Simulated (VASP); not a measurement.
# Er (Im-3m) in VASP: single point with PBEsol+D4

Aim: the single point of Er with PBEsol+D4.

Program: VASP 6.6.1. These are calculated values, not measurements. Logs are shortened: lines on timing, memory, paths and dates and some standing lists are left out, and cuts for length are marked.

## (1) The structure

Symmetry: Im-3m, No. 229, cubic system. The conventional cell has a = 3.956 Å, b = 3.956 Å, c = 3.956 Å, α = 90.00°, β = 90.00°, γ = 90.00°. Er (site symmetry m-3m) has 8 Er at 3.43 Å as nearest neighbours.

This isn't the form of Er at room conditions, which is hcp.

## (2) Single point, PBEsol+D4, collinear spin, typed start

INCAR reads:

```
  ALGO = Normal
  EDIFF = 1E-6
  ENCUT = 520
  GGA = PS
  ISIF = 2
  ISMEAR = 1
  ISPIN = 2
  IVDW = 13
  LASPH = True
  LCHARG = False
  LMAXMIX = 6
  LORBIT = 11
  LREAL = False
  LWAVE = False
  MAGMOM = 3
  NBANDS = 21
  NELM = 150
  PREC = Accurate
  SIGMA = 0.15
```

KPOINTS reads:

```
k-points
0
Gamma
  8 8 8
```

POSCAR reads:

```
Er
1.0
   -1.9779380000      1.9779380000      1.9779380000
    1.9779380000     -1.9779380000      1.9779380000
    1.9779380000      1.9779380000     -1.9779380000
Er
1
Direct
    0.0000000000      0.0000000000      0.0000000000
```

Potentials or basis: VASP PAW PBE potentials, release 64 (Er).

Command:

```console
> cat potpaw_PBE.64/Er/POTCAR > POTCAR
> mpirun -np 1 vasp_std > vasp.out
```

OUTCAR:

```text
EDIFF = 1E-6
   ENCUT = 520
   GGA = PS
   ISIF = 2
   ISMEAR = 1
   ISPIN = 2
   IVDW = 13
   LASPH = True
   LORBIT = 11
   LREAL = False
   NELM = 150
   PREC = Accurate

 ion  position               nearest neighbor table
   1  0.000  0.000  0.000-

  LATTYP: Found a body centered cubic cell.
 ALAT       =     3.9558760000

  Lattice vectors:

 A1 = (  -1.9779380000,   1.9779380000,   1.9779380000)
 A2 = (   1.9779380000,  -1.9779380000,   1.9779380000)
 A3 = (   1.9779380000,   1.9779380000,  -1.9779380000)

Analysis of symmetry for initial positions (statically):
=====================================================================
 Subroutine PRICEL returns:
 Original cell was already a primitive cell.

 Routine SETGRP: Setting up the symmetry group for a
 body centered cubic supercell.

 Subroutine GETGRP returns: Found 48 space group operations
 (whereof 48 operations were pure point group operations)
 out of a pool of 48 trial point group operations.

The static configuration has the point symmetry O_h .

Analysis of symmetry for dynamics (positions and initial velocities):
=====================================================================
 Subroutine PRICEL returns:
 Original cell was already a primitive cell.

 Routine SETGRP: Setting up the symmetry group for a
 body centered cubic supercell.

 Subroutine GETGRP returns: Found 48 space group operations
 (whereof 48 operations were pure point group operations)
 out of a pool of 48 trial point group operations.

The dynamic configuration has the point symmetry O_h .

Analysis of structural, dynamic, and magnetic symmetry:
=====================================================================
 Subroutine PRICEL returns:
 Original cell was already a primitive cell.

 Routine SETGRP: Setting up the symmetry group for a
 body centered cubic supercell.

 Subroutine GETGRP returns: Found 48 space group operations
 (whereof 48 operations were pure point group operations)
 out of a pool of 48 trial point group operations.

The overall configuration has the point symmetry O_h .

 Subroutine INISYM returns: Found 48 space group operations
 (whereof 48 operations are pure point group operations),
 and found     1 'primitive' translations

----------------------------------------------------------------------------------------

                                     Primitive cell

  volume of cell :      30.9527

  direct lattice vectors                    reciprocal lattice vectors
    -1.977938000  1.977938000  1.977938000     0.000000000  0.252788510  0.252788510
     1.977938000 -1.977938000  1.977938000     0.252788510  0.000000000  0.252788510
     1.977938000  1.977938000 -1.977938000     0.252788510  0.252788510  0.000000000

  length of vectors
     3.425889110  3.425889110  3.425889110     0.357496939  0.357496939  0.357496939

  position of ions in fractional coordinates (direct lattice)
     0.000000000  0.000000000  0.000000000

  ion indices of the primitive-cell ions
   primitive index   ion index
                 1           1

----------------------------------------------------------------------------------------

 KPOINTS: k-points

Automatic generation of k-mesh.
 Grid dimensions read from file:
 generate k-points for:    8    8    8

 Generating k-lattice:

  Cartesian coordinates                     Fractional coordinates (reciprocal lattice)
     0.000000000  0.031598564  0.031598564     0.125000000  0.000000000  0.000000000
     0.031598564  0.000000000  0.031598564     0.000000000  0.125000000  0.000000000
     0.031598564  0.031598564  0.000000000     0.000000000  0.000000000  0.125000000

  Length of vectors
     0.044687117  0.044687117  0.044687117

  Shift w.r.t. Gamma in fractional coordinates (k-lattice)
     0.000000000  0.000000000  0.000000000

 Subroutine IBZKPT returns following result:
 ===========================================

 Found     29 irreducible k-points:

 Following reciprocal coordinates:
            Coordinates               Weight
  0.000000  0.000000  0.000000      1.000000
  0.125000  0.000000  0.000000     12.000000
  0.250000  0.000000  0.000000     12.000000
  0.375000  0.000000  0.000000     12.000000
  0.500000  0.000000  0.000000      6.000000
  0.125000  0.125000  0.000000     24.000000
[... 16 lines left out ...]
 -0.250000  0.250000  0.250000      6.000000
 -0.375000  0.375000  0.250000     24.000000
 [... further k-points ...]
   k-points           NKPTS =     29   k-points in BZ     NKDIM =     29   number of bands    NBANDS=     21
   number of dos      NEDOS =    301   number of ions     NIONS =      1
   total plane-waves  NPLWV =  21952
   dimension x,y,z NGX =    28 NGY =   28 NGZ =   28
   dimension x,y,z NGXF=    56 NGYF=   56 NGZF=   56
   ions per type =               1
   NGX,Y,Z   is equivalent  to a cutoff of  13.59, 13.59, 13.59 a.u.
   NGXF,Y,Z  is equivalent  to a cutoff of  27.17, 27.17, 27.17 a.u.
 SYSTEM =  unknown system
   PREC   = accura    normal or accurate (medium, high low for compatibility)
   ISTART =      0    job   : 0-new  1-cont  2-samecut
   ICHARG =      2    charge: 1-file 2-atom 10-const
   ISPIN  =      2    spin polarized calculation?
   LNONCOLLINEAR =      F non collinear calculations
   LSORBIT =      F    spin-orbit coupling
   LASPH  =      T    aspherical Exc in radial PAW
   ENCUT  =  520.0 eV  38.22 Ry    6.18 a.u.   6.37  6.37  6.37*2*pi/ulx,y,z
   NELM   =    150;   NELMIN=  2; NELMDL= -5     # of ELM steps
   EDIFF  = 0.1E-05   stopping-criterion for ELM
   LREAL  =      F    real-space projection
   EDIFFG = 0.1E-04   stopping-criterion for IOM
   NSW    =      0    number of steps for IOM
   IBRION =     -1    ionic relax: 0-MD 1-quasi-New 2-CG
   NFREE  =      0    steps in history (QN), initial steepest desc. (CG)
   ISIF   =      2    stress and relaxation
   ISYM   =      2    0-nonsym 1-usesym 2-fastsym
   POTIM  = 0.5000    time-step for ionic-motion
   TEBEG  =    0.0;   TEEND  =   0.0 temperature during run
   PSTRESS=    0.0 pullay stress
   NELECT =      22.0000    total number of electrons
   NUPDOWN=      -1.0000    fix difference up-down
   EMIN   =  10.00;   EMAX   =-10.00  energy-range for DOS
   EFERMI =   0.00;   METHOD = LEGACY
   ISMEAR =     1;   SIGMA  =   0.15  broadening in eV -4-tet -1-fermi 0-gaus
   EFERMI_NEDOS =   21; number of points for ismear=-14 and -15
   IALGO  =     38    algorithm
   IMIX   =      4    mixing-type and parameters
     AMIX     =   0.40;   BMIX     =  1.00
     AMIX_MAG =   1.60;   BMIX_MAG =  1.00
  volume/ion in A,a.u.               =      30.95       208.88
  Fermi-wavevector in a.u.,A,eV,Ry     =   1.460998  2.760887 29.041855  2.134516
  Thomas-Fermi vector in A             =   2.577382
   LORBIT       =     11    0 simple, 1 ext, 2 COOP (PROOUT), +10 PAW based schemes
   GGA     = PS    functional components
   LHFCALC =     F    Hartree Fock is set to
   AEXX    =    0.0000 exact exchange contribution
   IVDW    =    13    specifies the selected vdW correction
   LEPSILON=     F    determine dielectric tensor
   LRPA    =     F    only Hartree local field effects (RPA)
 spin polarized calculation
 Methfessel and Paxton  Order N= 1 SIGMA  =   0.15
  energy-cutoff  :      520.00
  volume of cell :       30.95
 maximum number of plane-waves:       887
 NGX is ok and might be reduce to    28
   NGX = 13   NGY = 13   NGZ = 13

 number of electron      22.0000008 magnetization       2.1983047

 Free energy of the ion-electron system (eV)
  ---------------------------------------------------
  ext. energy  EPLUGINS =         0.00000000
  ---------------------------------------------------
  free energy    TOTEN  =        -5.32988075 eV

  energy without entropy =       -5.32320181  energy(sigma->0) =       -5.32765444

 E-fermi :   2.4057     XC(G=0): -10.2884

 val. band max:        2.4015706206   @ k =   0.1250   0.0000   0.0000
 cond. band min:       2.4074563857   @ k =   0.2500   0.1250   0.1250
 fundamental gap:      0.0058857651
 Fermi energy:         2.4057015050

 spin component 1

 k-point     1 :       0.0000    0.0000    0.0000
  band No.  band energies     occupation
      1     -47.0151      1.00000
      2     -20.8026      1.00000
      3     -20.8026      1.00000
      4     -20.8026      1.00000
      5      -2.8564      1.00000
      6      -0.2189      1.00000
[... 13 lines left out ...]
     20      13.8479      0.00000
     21      21.5413      0.00000

 k-point     2 :       0.1250    0.0000    0.0000
  band No.  band energies     occupation
      1     -47.0081      1.00000
      2     -20.9015      1.00000
      3     -20.8333      1.00000
      4     -20.8030      1.00000
      5      -2.4054      1.00000
      6      -0.2130      1.00000
[... 520 lines left out ...]
 k-point    24 :      -0.3750    0.3750    0.2500
  band No.  band energies     occupation
      1     -46.9544      1.00000
      2     -21.2763      1.00000
      3     -21.0971      1.00000
      4     -21.0382      1.00000
      5      -0.1699      1.00000
      6      -0.1036      1.00000
[... 13 lines left out ...]
     20      15.3309      0.00000
     21      18.3679      0.00000

 [... further k-points ...]

 spin component 2

 k-point     1 :       0.0000    0.0000    0.0000
  band No.  band energies     occupation
      1     -45.9921      1.00000
      2     -20.0875      1.00000
      3     -20.0875      1.00000
      4     -20.0875      1.00000
      5      -2.9807      1.00000
      6       1.7841      1.00000
[... 13 lines left out ...]
     20      13.7929      0.00000
     21      21.4847      0.00000

 k-point     2 :       0.1250    0.0000    0.0000
  band No.  band energies     occupation
      1     -45.9843      1.00000
      2     -20.1965      1.00000
      3     -20.1207      1.00000
      4     -20.0882      1.00000
      5      -2.5213      1.00000
      6       1.7516      1.00000
[... 520 lines left out ...]
 k-point    24 :      -0.3750    0.3750    0.2500
  band No.  band energies     occupation
      1     -45.9252      1.00000
      2     -20.6054      1.00000
      3     -20.4068      1.00000
      4     -20.3441      1.00000
      5       1.0991      1.00000
      6       1.5897      1.00000
[... 13 lines left out ...]
     20      15.3829      0.00000
     21      18.4772      0.00000

 [... further k-points ...]

------------------------ aborting loop because EDIFF is reached ----------------------------------------

  DFT-D4 for vdW energy calculation

  Edisp (eV):   -0.10786

  FORCE on cell =-STRESS in cart. coord.  units (eV):
  Direction    XX          YY          ZZ          XY          YZ          ZX
  --------------------------------------------------------------------------------------
  -------------------------------------------------------------------------------------
  Total      -0.10633    -0.10633    -0.10633     0.00000     0.00000     0.00000
  in kB      -5.50379    -5.50379    -5.50379     0.00000     0.00000     0.00000
  external pressure =       -5.50 kB  Pullay stress =        0.00 kB

 VOLUME and BASIS-vectors are now :
 -----------------------------------------------------------------------------
  energy-cutoff  :      520.00
  volume of cell :       30.95
      direct lattice vectors                 reciprocal lattice vectors
    -1.977938000  1.977938000  1.977938000     0.000000000  0.252788510  0.252788510
     1.977938000 -1.977938000  1.977938000     0.252788510  0.000000000  0.252788510
     1.977938000  1.977938000 -1.977938000     0.252788510  0.252788510  0.000000000

 POSITION                                       TOTAL-FORCE (eV/Angst)
 -----------------------------------------------------------------------------------
      0.00000      0.00000      0.00000         0.000000      0.000000      0.000000
 -----------------------------------------------------------------------------------
    total drift:                                0.000000     -0.000000     -0.000000

  FREE ENERGIE OF THE ION-ELECTRON SYSTEM (eV)
  ---------------------------------------------------
  free  energy   TOTEN  =        -5.4377393291 eV

  energy  without entropy=       -5.4310603830  energy(sigma->0) =       -5.43551301

 total charge

# of ion       s       p       d       f       tot
--------------------------------------------------
    1        2.139   5.746   0.372  11.384  19.641

 magnetization (x)

# of ion       s       p       d       f       tot
--------------------------------------------------
    1        0.003  -0.031  -0.035   2.397   2.333
```

Run time: 81 s. Hardware: 1 thread of Intel Xeon Platinum 8488C (Sapphire Rapids), shared host; peak memory 0.2 GiB.

What came out:

| Property | Result |
| --- | --- |
| Free energy | -5.4377 eV |
| Pressure | -0.6 GPa |
| Band gap on the k mesh | none (metal or under the smearing width) |
| Net moment | 2.20 μB per cell |
| Site moments | Er +2.33 μB |
| Valence electrons inside the program's atomic spheres | Er 19.64 |
| Dispersion energy per atom | -0.108 eV |

Levels at points of the mesh, in eV from the Fermi level:
Spin up:
```tsv
k point	band 10	band 11	band 12	band 13	band 14	band 15
(0.00, 0.00, 0.00)	-1.71	-1.71	-1.71	2.51	2.51	2.51
(0.50, 0.00, 0.00)	-1.80	-1.76	-1.71	0.73	1.23	4.64
(0.50, 0.50, 0.50)	-1.81	-1.81	-1.14	-1.14	6.31	6.31
```
Spin down:
```
           k point  band 6  band 7  band 8  band 9  band 10  band 11  band 12  band 13  band 14  band 15
(0.00, 0.00, 0.00)   -0.62   -0.36   -0.36   -0.36    -0.02    -0.02    -0.02     2.63     2.63     2.63
(0.50, 0.00, 0.00)   -0.77   -0.48   -0.45   -0.37     0.08     0.08     0.17     0.77     1.26     4.74
(0.50, 0.50, 0.50)   -1.26   -0.86   -0.49   -0.49    -0.49     0.23     0.23     0.23     6.31     6.31
```

Caveat: the magnetic or orbital state may not be the lowest; the PAW data sets were made with another functional, which shifts forces and pressure a little; spin-orbit coupling is left out, which moves the levels of the heavy elements; pairwise dispersion overbinds metals, which lowers pressure and volume.
